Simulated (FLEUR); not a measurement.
## C: density of states with PBE

The system is C, a slab with vacuum.

```xyz
2
Lattice="2.4562 0.0000 0.0000 -1.2281 2.1271 0.0000 0.0000 0.0000 8.5238" Properties=species:S:1:pos:R:3 pbc="T T T"
C     1.2281    0.7090    0.0000
C     0.0000    1.4181    0.0000
```

| Quantity | Value |
| --- | --- |
| Program | FLEUR MaX-R8.1 (later development tree) |
| Task | density of states |
| Functional | PBE |
| Potentials or basis | all-electron |
| Basis | FLAPW |
| Kmax | 5.85 1/bohr |
| k mesh | 12 × 12 × 3 |
| Occupations | fermi-dirac, width 0.05 eV |
| Spin | no spin polarisation |
| Gmax | 18.1 1/bohr |
| Muffin-tin radii | C 1.23 bohr |
| lmax | C 8 |
| lnonsphr | C 8 |
| Local orbitals a species | C 3 |
| Max iterations | 60 |
| Mixing factor | 0.05 |
| Mixer | Anderson |
| Mixer history | 15 |
| Density convergence | 1e-05 me/bohr^3 |

```json
{"Band gap on the k mesh": "none (metal or under the smearing width)", "Valence electrons inside the program's atomic spheres": "C 1.75 (radii C 1.23 bohr)"}
```

Levels at points of the mesh, in eV from the Fermi level:
| k point | band 1 | band 2 | band 3 | band 4 | band 5 | band 6 | band 7 |
| --- | --- | --- | --- | --- | --- | --- | --- |
| (0.00, 0.00, 0.00) | -19.62 | -7.70 | -3.05 | -3.05 | 2.96 | 5.27 | 6.97 |
| (0.00, 0.50, 0.00) | -14.33 | -13.32 | -6.46 | -2.38 | 1.68 | 7.49 | 10.92 |

States per cell in windows of 0.5 eV (zero at the Fermi level; states under -8 eV left out):
| from (eV) | total | INT | MT:1p | MT:1s | MT:1d | MT:1f | Sym |
| --- | --- | --- | --- | --- | --- | --- | --- |
| -8.0 | 0.32 | 0.17 | 0.06 | 0.01 | 0.00 | 0.00 | 0.00 |
| -7.5 | 0.34 | 0.20 | 0.06 | 0.01 | 0.00 | 0.00 | 0.00 |
| -7.0 | 0.38 | 0.20 | 0.08 | 0.00 | 0.00 | 0.00 | 0.00 |
| -6.5 | 0.60 | 0.33 | 0.13 | 0.01 | 0.00 | 0.00 | 0.00 |
| -6.0 | 0.27 | 0.15 | 0.06 | 0.00 | 0.00 | 0.00 | 0.00 |
| -5.5 | 0.43 | 0.25 | 0.09 | 0.00 | 0.00 | 0.00 | 0.00 |
| -5.0 | 0.27 | 0.14 | 0.06 | 0.00 | 0.00 | 0.00 | 0.00 |
| -4.5 | 0.32 | 0.19 | 0.07 | 0.00 | 0.00 | 0.00 | 0.00 |
| -4.0 | 0.27 | 0.16 | 0.05 | 0.00 | 0.00 | 0.00 | 0.00 |
| -3.5 | 0.19 | 0.10 | 0.04 | 0.00 | 0.00 | 0.00 | 0.00 |
| -3.0 | 0.36 | 0.23 | 0.06 | 0.00 | 0.00 | 0.00 | 0.00 |
| -2.5 | 0.11 | 0.07 | 0.02 | 0.00 | 0.00 | 0.00 | 0.00 |
| -2.0 | 0.11 | 0.07 | 0.02 | 0.00 | 0.00 | 0.00 | 0.00 |
| -1.5 | 0.14 | 0.09 | 0.03 | 0.00 | 0.00 | 0.00 | 0.00 |
| -1.0 | 0.00 | 0.00 | 0.00 | 0.00 | 0.00 | 0.00 | 0.00 |
| -0.5 | 0.03 | 0.02 | 0.01 | 0.00 | 0.00 | 0.00 | 0.00 |
| 0.0 | 0.03 | 0.02 | 0.01 | 0.00 | 0.00 | 0.00 | 0.00 |
| 0.5 | 0.00 | 0.00 | 0.00 | 0.00 | 0.00 | 0.00 | 0.00 |
| 1.0 | 0.20 | 0.13 | 0.04 | 0.00 | 0.00 | 0.00 | 0.00 |
| 1.5 | 0.21 | 0.13 | 0.04 | 0.00 | 0.00 | 0.00 | 0.00 |
| 2.0 | 0.09 | 0.06 | 0.02 | 0.00 | 0.00 | 0.00 | 0.00 |
| 2.5 | 0.28 | 0.17 | 0.05 | 0.00 | 0.00 | 0.00 | 0.00 |
| 3.0 | 0.09 | 0.08 | 0.00 | 0.00 | 0.00 | 0.00 | 0.00 |
| 3.5 | 0.25 | 0.19 | 0.03 | 0.00 | 0.00 | 0.00 | 0.00 |
| 4.0 | 0.25 | 0.20 | 0.02 | 0.00 | 0.00 | 0.00 | 0.00 |
| 4.5 | 0.36 | 0.30 | 0.03 | 0.00 | 0.00 | 0.00 | 0.00 |
| 5.0 | 0.17 | 0.16 | 0.01 | 0.00 | 0.00 | 0.00 | 0.00 |
| 5.5 | 0.34 | 0.30 | 0.02 | 0.00 | 0.00 | 0.00 | 0.00 |
| 6.0 | 0.39 | 0.32 | 0.03 | 0.00 | 0.00 | 0.00 | 0.00 |
| 6.5 | 0.18 | 0.16 | 0.01 | 0.00 | 0.00 | 0.00 | 0.00 |
| 7.0 | 0.42 | 0.36 | 0.02 | 0.01 | 0.00 | 0.00 | 0.00 |
| 7.5 | 0.51 | 0.42 | 0.02 | 0.02 | 0.00 | 0.00 | 0.00 |

Core levels (eV from the Fermi level):
| atom | levels |
| --- | --- |
| 1 C | 1s1/2 -265.9 |
| 2 C | 1s1/2 -265.9 |

It took 2.5 min on 1 thread of Arm Neoverse V2 (shared host), peak memory 0.09 GiB.
